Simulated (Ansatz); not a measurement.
Does relaxation matter for the field gradients of CaF2 with a Ca vacancy?

Start: a supercell of CaF2 (fluorite type, Fm-3m) built from a refined structure from the COD, with all atoms left at the host's positions.

```cif
data_structure
_symmetry_space_group_name_H-M 'P 1'
_symmetry_Int_Tables_number 1
_cell_length_a 7.7244
_cell_length_b 7.7244
_cell_length_c 7.7244
_cell_angle_alpha 60.000
_cell_angle_beta 60.000
_cell_angle_gamma 60.000
_cell_volume 325.90
loop_
_atom_site_label
_atom_site_type_symbol
_atom_site_fract_x
_atom_site_fract_y
_atom_site_fract_z
_atom_site_occupancy
Ca1 Ca 0.00000 0.00000 0.50000 1
Ca2 Ca 0.00000 0.50000 0.00000 1
Ca3 Ca 0.00000 0.50000 0.50000 1
Ca4 Ca 0.50000 0.00000 0.00000 1
Ca5 Ca 0.50000 0.00000 0.50000 1
Ca6 Ca 0.50000 0.50000 0.00000 1
Ca7 Ca 0.50000 0.50000 0.50000 1
F8 F 0.12500 0.12500 0.12500 1
F9 F 0.12500 0.12500 0.62500 1
F10 F 0.12500 0.62500 0.12500 1
F11 F 0.12500 0.62500 0.62500 1
F12 F 0.62500 0.12500 0.12500 1
F13 F 0.62500 0.12500 0.62500 1
F14 F 0.62500 0.62500 0.12500 1
F15 F 0.62500 0.62500 0.62500 1
F16 F 0.37500 0.37500 0.37500 1
F17 F 0.37500 0.37500 0.87500 1
F18 F 0.37500 0.87500 0.37500 1
F19 F 0.37500 0.87500 0.87500 1
F20 F 0.87500 0.37500 0.37500 1
F21 F 0.87500 0.37500 0.87500 1
F22 F 0.87500 0.87500 0.37500 1
F23 F 0.87500 0.87500 0.87500 1
```

Atoms are numbered from 1 in the order listed; like atoms form one site, named after its first atom.

The numbers come from a DFT calculation in Ansatz (PBE, plane waves and PAW, scalar-relativistic, collinear spin, 420 eV cutoff, Γ-centred 3×3×3 k-points, Fermi–Dirac smearing 0.01 eV, cell charge -1). Start moments as typed (μB): 0 0 0 0 0 0 0 0.5 0.5 0.5 0 0.5 0 0 0 0 0 0 0.5 0 0.5 0.5 0.5 by atom.

The largest force at the start is 0.73 eV/Å. Relaxing the ions at fixed cell moves them by 0.178 Å at most (atom 23, F) and 0.109 Å rms.

```tsv
site	atom	moved (Å)	first shell before	first shell after	V_zz before (10²¹ V/m²)	η before
Ca1	1	0.000	8 F at 2.37 Å	8 F at 2.31–2.38 Å	-0.99	0.40
F8	8	0.178	3 Ca at 2.37 Å	3 Ca at 2.31 Å	3.38	0.00
F11	11	0.049	4 Ca at 2.37 Å	4 Ca at 2.32–2.38 Å	0.63	0.00
```

Q: How do the gradients change?

A: 

| site | atom | V_zz after | η after | change of V_zz |
| --- | --- | --- | --- | --- |
| Ca1 | 1 | 1.37 | 0.22 | – |
| F8 | 8 | 2.44 | 0.00 | -0.94 |
| F11 | 11 | 0.60 | 0.00 | -0.03 |

The largest change of V_zz along a kept axis is on F8, from 3.38 to 2.44. In per cent, |V_zz| changes by -28 on F (all sites that start above 2). On Ca1 the largest principal value lies along another axis in the second run, so the two V_zz can't be compared directly. Sites without a gradient aren't listed.

The defect repeats with the cell of 23 atoms, so it feels its images: sites between two images don't show the values beside a lone defect, and zeros or small values of η there can come from the images' arrangement. A uniform background compensates the cell's charge. The defect cell has no gap above 0.1 eV on its mesh, so the values can hang on the smearing and the k-mesh.
Before: The neighbours have not yet relaxed around the defect (largest force 0.73 eV/Å), so a real crystal will differ.
After: The relaxation keeps the symmetry of the vacancy's site, so distortions that break it, Jahn–Teller ones too, aren't explored.
